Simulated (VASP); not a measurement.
# MgGe2 (Cmmm) in VASP: a series of runs

Aim: see how the results for MgGe2 move with the level of theory and the settings. Levels: r2SCAN, SCAN. Tasks: relaxation of cell and atoms.

All numbers are computed with VASP 6.6.1; they aren't measurements. Logs are shortened: lines on timing, memory, paths and dates and some standing lists are left out, and cuts for length are marked.

## (1) The structure

The structure is orthorhombic, space group Cmmm (No. 65). The conventional cell has a = 5.850 Å, b = 6.122 Å, c = 4.096 Å, α = 90.00°, β = 90.00°, γ = 90.00°. Mg (site symmetry mmm) has 2 Ge at 2.05 Å as nearest neighbours. Ge (site symmetry mmm) is surrounded by 2 Mg at 2.05 Å. Ge (site symmetry mmm) is surrounded by 4 Ge at 2.93 to 3.06 Å.

The cell was built by a generator and needn't be a form met in nature.

## (2) Relaxation of cell and atoms, r2SCAN

INCAR

```
PREC = Accurate
ENCUT = 600
EDIFF = 1E-6
ISMEAR = 0
SIGMA = 0.05
LREAL = False
LASPH = True
NELM = 60
ALGO = Normal
ISIF = 3
LWAVE = False
LCHARG = False
METAGGA = R2SCAN
LMIXTAU = True
IBRION = 2
NSW = 40
EDIFFG = -0.005
```

KPOINTS

```
regular mesh
0
Gamma
  6 6 7
```

POSCAR

```
MgGe2
1.0
    2.9250618900     -3.0608845800      0.0000000000
    2.9250618900      3.0608845800      0.0000000000
    0.0000000000      0.0000000000      4.0956695000
Mg Ge
1 2
Direct
    0.5000000000      0.5000000000      0.5000000000
    0.5000000000      0.5000000000      0.0000000000
    0.0000000000      0.0000000000      0.0000000000
```

Potentials or basis: VASP PAW PBE potentials, release 64 (Mg, Ge_d).

On the command line:

```
$ cat potpaw_PBE.64/Mg/POTCAR potpaw_PBE.64/Ge_d/POTCAR > POTCAR
$ mpirun -np 1 vasp_std > vasp.out
```

OUTCAR:

```text
PREC = Accurate
   ENCUT = 600
   EDIFF = 1E-6
   ISMEAR = 0
   LREAL = False
   LASPH = True
   NELM = 60
   ISIF = 3
   METAGGA = R2SCAN
   IBRION = 2
   NSW = 40
   EDIFFG = -0.005

 ion  position               nearest neighbor table
   1  0.500  0.500  0.500-   2 2.05   2 2.05
   2  0.500  0.500  0.000-   1 2.05   1 2.05
   3  0.000  0.000  0.000-

  LATTYP: Found a base centered orthorhombic cell.
 ALAT       =     5.8501237800
 B/A-ratio  =     1.0464341252
 C/A-ratio  =     0.7000996311

  Lattice vectors:

 A1 = (   2.9250618900,  -3.0608845800,   0.0000000000)
 A2 = (   2.9250618900,   3.0608845800,   0.0000000000)
 A3 = (   0.0000000000,   0.0000000000,   4.0956695000)

Analysis of symmetry for initial positions (statically):
=====================================================================
 Subroutine PRICEL returns:
 Original cell was already a primitive cell.

 Routine SETGRP: Setting up the symmetry group for a
 base centered orthorhombic supercell.

 Subroutine GETGRP returns: Found  8 space group operations
 (whereof  8 operations were pure point group operations)
 out of a pool of  8 trial point group operations.

The static configuration has the point symmetry D_2h.

Analysis of symmetry for dynamics (positions and initial velocities):
=====================================================================
 Subroutine PRICEL returns:
 Original cell was already a primitive cell.

 Routine SETGRP: Setting up the symmetry group for a
 base centered orthorhombic supercell.

 Subroutine GETGRP returns: Found  8 space group operations
 (whereof  8 operations were pure point group operations)
 out of a pool of  8 trial point group operations.

The dynamic configuration has the point symmetry D_2h.

 Subroutine INISYM returns: Found  8 space group operations
 (whereof  8 operations are pure point group operations),
 and found     1 'primitive' translations

----------------------------------------------------------------------------------------

                                     Primitive cell

  volume of cell :      73.3393

  direct lattice vectors                    reciprocal lattice vectors
     2.925061890 -3.060884580  0.000000000     0.170936554 -0.163351471  0.000000000
     2.925061890  3.060884580  0.000000000     0.170936554  0.163351471  0.000000000
     0.000000000  0.000000000  4.095669500     0.000000000  0.000000000  0.244160326

  length of vectors
     4.233792800  4.233792800  4.095669500     0.236438171  0.236438171  0.244160326

  position of ions in fractional coordinates (direct lattice)
     0.500000000  0.500000000  0.500000000
     0.500000000  0.500000000  0.000000000
     0.000000000  0.000000000  0.000000000

  ion indices of the primitive-cell ions
   primitive index   ion index
                 1           1
                 2           2
                 3           3

----------------------------------------------------------------------------------------

 KPOINTS: regular mesh

Automatic generation of k-mesh.
 Grid dimensions read from file:
 generate k-points for:    6    6    7

 Generating k-lattice:

  Cartesian coordinates                     Fractional coordinates (reciprocal lattice)
     0.028489426 -0.027225245  0.000000000     0.166666667  0.000000000  0.000000000
     0.028489426  0.027225245  0.000000000     0.000000000  0.166666667  0.000000000
     0.000000000  0.000000000  0.034880047     0.000000000  0.000000000  0.142857143

  Length of vectors
     0.039406362  0.039406362  0.034880047

  Shift w.r.t. Gamma in fractional coordinates (k-lattice)
     0.000000000  0.000000000  0.000000000

 Subroutine IBZKPT returns following result:
 ===========================================

 Found     52 irreducible k-points:

 Following reciprocal coordinates:
            Coordinates               Weight
  0.000000  0.000000  0.000000      1.000000
  0.166667  0.000000  0.000000      4.000000
  0.333333  0.000000  0.000000      4.000000
  0.500000  0.000000  0.000000      2.000000
  0.166667  0.166667  0.000000      2.000000
  0.333333  0.166667  0.000000      4.000000
[... 16 lines left out ...]
  0.333333  0.333333  0.142857      4.000000
  0.500000  0.333333  0.142857      8.000000
 [... further k-points ...]
   k-points           NKPTS =     52   k-points in BZ     NKDIM =     52   number of bands    NBANDS=     19
   number of dos      NEDOS =    301   number of ions     NIONS =      3
   total plane-waves  NPLWV =  46656
   dimension x,y,z NGX =    36 NGY =   36 NGZ =   36
   dimension x,y,z NGXF=    72 NGYF=   72 NGZF=   72
   ions per type =               1   2
   NGX,Y,Z   is equivalent  to a cutoff of  14.14, 14.14, 14.61 a.u.
   NGXF,Y,Z  is equivalent  to a cutoff of  28.27, 28.27, 29.23 a.u.
 SYSTEM =  unknown system
   PREC   = accura    normal or accurate (medium, high low for compatibility)
   ISTART =      0    job   : 0-new  1-cont  2-samecut
   ICHARG =      2    charge: 1-file 2-atom 10-const
   ISPIN  =      1    spin polarized calculation?
   LNONCOLLINEAR =      F non collinear calculations
   LSORBIT =      F    spin-orbit coupling
   LASPH  =      T    aspherical Exc in radial PAW
   ENCUT  =  600.0 eV  44.10 Ry    6.64 a.u.   8.46  8.46  8.18*2*pi/ulx,y,z
   NELM   =     60;   NELMIN=  2; NELMDL= -5     # of ELM steps
   EDIFF  = 0.1E-05   stopping-criterion for ELM
   LREAL  =      F    real-space projection
   EDIFFG = -.5E-02   stopping-criterion for IOM
   NSW    =     40    number of steps for IOM
   IBRION =      2    ionic relax: 0-MD 1-quasi-New 2-CG
   NFREE  =      1    steps in history (QN), initial steepest desc. (CG)
   ISIF   =      3    stress and relaxation
   ISYM   =      2    0-nonsym 1-usesym 2-fastsym
   POTIM  = 0.5000    time-step for ionic-motion
   TEBEG  =    0.0;   TEEND  =   0.0 temperature during run
   PSTRESS=    0.0 pullay stress
   NELECT =      30.0000    total number of electrons
   NUPDOWN=      -1.0000    fix difference up-down
   EMIN   =  10.00;   EMAX   =-10.00  energy-range for DOS
   EFERMI =   0.00;   METHOD = LEGACY
   ISMEAR =     0;   SIGMA  =   0.05  broadening in eV -4-tet -1-fermi 0-gaus
   EFERMI_NEDOS =   21; number of points for ismear=-14 and -15
   IALGO  =     38    algorithm
   IMIX   =      4    mixing-type and parameters
     AMIX     =   0.40;   BMIX     =  1.00
     AMIX_MAG =   1.60;   BMIX_MAG =  1.00
  volume/ion in A,a.u.               =      24.45       164.97
  Fermi-wavevector in a.u.,A,eV,Ry     =   1.215261  2.296511 20.093895  1.476860
  Thomas-Fermi vector in A             =   2.350654
   LORBIT       =      0    0 simple, 1 ext, 2 COOP (PROOUT), +10 PAW based schemes
   METAGGA = R2SCAN    functional components
   LHFCALC =     F    Hartree Fock is set to
   AEXX    =    0.0000 exact exchange contribution
   IVDW    =     0    specifies the selected vdW correction
   LEPSILON=     F    determine dielectric tensor
   LRPA    =     F    only Hartree local field effects (RPA)
 conjugate gradient relaxation of ions
 non-spin polarized calculation
 Gauss-broadening in eV      SIGMA  =   0.05
  energy-cutoff  :      600.00
  volume of cell :       73.34
 maximum number of plane-waves:      2474
 NGX is ok and might be reduce to    36
   NGX = 17   NGY = 17   NGZ = 17

--------------------------------------- Ionic step        1  -------------------------------------------

 number of electron      29.9999999 magnetization

 Free energy of the ion-electron system (eV)
  ---------------------------------------------------
  ext. energy  EPLUGINS =         0.00000000
  ---------------------------------------------------
  free energy    TOTEN  =       -27.62828720 eV

  energy without entropy =      -27.62633431  energy(sigma->0) =      -27.62731076

------------------------ aborting loop because EDIFF is reached ----------------------------------------

  FORCE on cell =-STRESS in cart. coord.  units (eV):
  Direction    XX          YY          ZZ          XY          YZ          ZX
  --------------------------------------------------------------------------------------
  -------------------------------------------------------------------------------------
  Total       -4.9602402     -4.1201695     28.3470525      0.0000000      0.0000000      0.0000000
  in kB     -108.3618408    -90.0095832    619.2721899      0.0000000      0.0000000      0.0000000
  external PRESSURE =     140.3002553 kB  Pullay stress =       0.0000000 kB
[... 92 lines left out ...]
  FREE ENERGIE OF THE ION-ELECTRON SYSTEM (eV)
  ---------------------------------------------------
  free  energy   TOTEN  =       -30.2800099800 eV

  energy  without entropy=      -30.2783911459  energy(sigma->0) =      -30.27920056

 E-fermi :   3.3476     XC(G=0):  -9.7959

 val. band max:        3.3445256391   @ k =   0.5000   0.1667   0.0000
 cond. band min:       3.3656972022   @ k =   0.1667   0.0000   0.1429
 fundamental gap:      0.0211715631
 Fermi energy:         3.3476370103

 k-point     1 :       0.0000    0.0000    0.0000
  band No.  band energies     occupation
      1     -21.8667      2.00000
      2     -21.8272      2.00000
      3     -21.7947      2.00000
      4     -21.7945      2.00000
      5     -21.7905      2.00000
      6     -21.5611      2.00000
[... 505 lines left out ...]
      6     -21.5695      2.00000
[... 11 lines left out ...]
     18       6.3610      0.00000
     19       7.8260      0.00000

 [... further k-points ...]

[... ionic steps 4 to 18 ...]

--------------------------------------- Ionic step       19  -------------------------------------------

 number of electron      29.9999989 magnetization

------------------------ aborting loop because EDIFF is reached ----------------------------------------
[... 69 lines left out ...]
--------------------------------------- Ionic step       21  -------------------------------------------

 number of electron      29.9999989 magnetization

 Free energy of the ion-electron system (eV)
  ---------------------------------------------------
  ext. energy  EPLUGINS =         0.00000000
  ---------------------------------------------------
  free energy    TOTEN  =       -30.66139584 eV

  energy without entropy =      -30.66013702  energy(sigma->0) =      -30.66076643

 E-fermi :   3.8876     XC(G=0): -10.1961

 val. band max:        3.8694192852   @ k =  -0.3333   0.3333   0.2857
 cond. band min:       3.9714769528   @ k =   0.3333   0.0000   0.1429
 fundamental gap:      0.1020576677
 Fermi energy:         3.8875945435

 k-point     1 :       0.0000    0.0000    0.0000
  band No.  band energies     occupation
      1     -21.4857      2.00000
      2     -21.3788      2.00000
      3     -21.3709      2.00000
      4     -21.3284      2.00000
      5     -21.3284      2.00000
      6     -21.1303      2.00000
[... 505 lines left out ...]
      6     -21.1428      2.00000
[... 11 lines left out ...]
     18       6.7444      0.00000
     19       8.6355      0.00000

 [... further k-points ...]
[... 5 lines left out ...]
  --------------------------------------------------------------------------------------
  -------------------------------------------------------------------------------------
  Total       -0.0034062     -0.0105107     -0.0079908      0.0000000      0.0000000      0.0000000
  in kB       -0.0783705     -0.2418303     -0.1838521      0.0000000      0.0000000      0.0000000
  external PRESSURE =      -0.1680176 kB  Pullay stress =       0.0000000 kB
[... 18 lines left out ...]
  FREE ENERGIE OF THE ION-ELECTRON SYSTEM (eV)
  ---------------------------------------------------
  free  energy   TOTEN  =       -30.6613958391 eV

  energy  without entropy=      -30.6601370241  energy(sigma->0) =      -30.66076643

 reached required accuracy - stopping structural energy minimisation
```

It took 35 min on 1 thread of Intel Xeon 6975P-C (Granite Rapids), shared host; peak memory 0.3 GiB.

What came out:

| Quantity | Value |
| --- | --- |
| Free energy | -30.6614 eV |
| Relaxed volume | 23.21 Å³/atom |
| Relaxed cell | a = 3.686 Å, b = 3.686 Å, c = 5.127 Å, α = 90.00°, β = 90.00°, γ = 90.01° |
| Space group after relaxing (to 0.05 Å) | P4/mmm (No. 123) |
| Energy gained by relaxing | 1011.0 meV/atom |
| Ionic steps | 21 |
| Pressure after relaxing | 0.0 GPa |
| Band gap on the k mesh | none (metal or under the smearing width) |

Step by step:
| step | energy change (eV) | largest force (eV/Å) | pressure (GPa) | volume (Å³) |
| --- | --- | --- | --- | --- |
| 1 | 0.0000 | 0.0000 | 14.03 | 73.34 |
| 2 | -2.3137 | 0.0000 | -6.35 | 91.74 |
| 3 | -2.6517 | 0.0000 | -5.19 | 84.22 |
| 4 | -2.9438 | 0.0000 | -2.06 | 75.22 |
| 5 | -2.9877 | 0.0000 | -0.94 | 72.25 |
| 6 | -3.0062 | 0.0000 | 2.80 | 66.50 |
| 7 | -3.0198 | 0.0000 | 0.08 | 69.63 |
| 8 | -3.0209 | 0.0000 | 1.66 | 67.66 |
| 9 | -3.0241 | 0.0000 | 0.87 | 68.64 |
| 10 | -3.0298 | 0.0000 | 0.40 | 69.14 |
| 11 | -3.0319 | 0.0000 | 0.53 | 68.96 |
| 12 | -3.0331 | 0.0000 | -0.03 | 69.70 |
| 13 | -3.0331 | 0.0000 | -0.04 | 69.63 |
| 14 | -3.0331 | 0.0000 | 0.17 | 69.60 |
| 15 | -3.0331 | 0.0000 | -0.07 | 69.62 |
| 16 | -3.0331 | 0.0000 | 0.06 | 69.52 |
| 17 | -3.0331 | 0.0000 | 0.03 | 69.58 |
| 18 | -3.0331 | 0.0000 | -0.04 | 69.59 |
| 19 | -3.0331 | 0.0000 | -0.03 | 69.58 |
| 20 | -3.0331 | 0.0000 | 0.04 | 69.58 |
| 21 | -3.0331 | 0.0000 | -0.02 | 69.64 |

Final structure:
```
CELL_PARAMETERS angstrom
2.60576 -2.60639 0.00000
2.60576 2.60639 0.00000
0.00000 0.00000 5.12658
ATOMIC_POSITIONS crystal
Mg 0.50000 0.50000 0.50000
Ge 0.50000 0.50000 0.00000
Ge 0.00000 0.00000 0.00000
```

Caveat: the PAW data sets were made with another functional, which shifts forces and pressure a little.

(Part 1 of 2 ends here.)
